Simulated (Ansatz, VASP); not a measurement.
# KBr in VASP and in Ansatz

```
CELL_PARAMETERS angstrom
4.04350 0.00000 0.00000
0.00000 4.04350 0.00000
0.00000 0.00000 4.16480
ATOMIC_POSITIONS crystal
K 0.00000 0.00000 0.00000
Br 0.50000 0.50000 0.50000
```

Change from the starting cell: strain +0.0300 x Voigt [0, 0, 1, 0, 0, 0], atoms carried along.

Alike in both runs: task single point; functional PBE; k mesh 6 × 6 × 6; occupations gaussian, width 0.05 eV; no spin polarisation.

|  | VASP | Ansatz |
| --- | --- | --- |
| version | VASP 6.6.1 | Ansatz 0.2.0 |
| potentials or method | VASP PAW PBE potentials, release 64 (K_sv, Br) | scalar-relativistic, plane waves, PAW |
| plane-wave cutoff (eV) | 520 | 420 |
| valence electrons in the cell | 16 | 16 |

```tsv
	VASP	Ansatz	Ansatz less VASP
gap on the k mesh at the Fermi level (eV)	3.72	3.72	+0.001
least direct gap on the mesh (eV)	3.96	3.96	0.000
pressure (GPa)	-0.5	-0.5	-0.02
largest component of the traceless stress (GPa)	0.67	0.67	-0.001
```

A k mesh can miss the band edges.
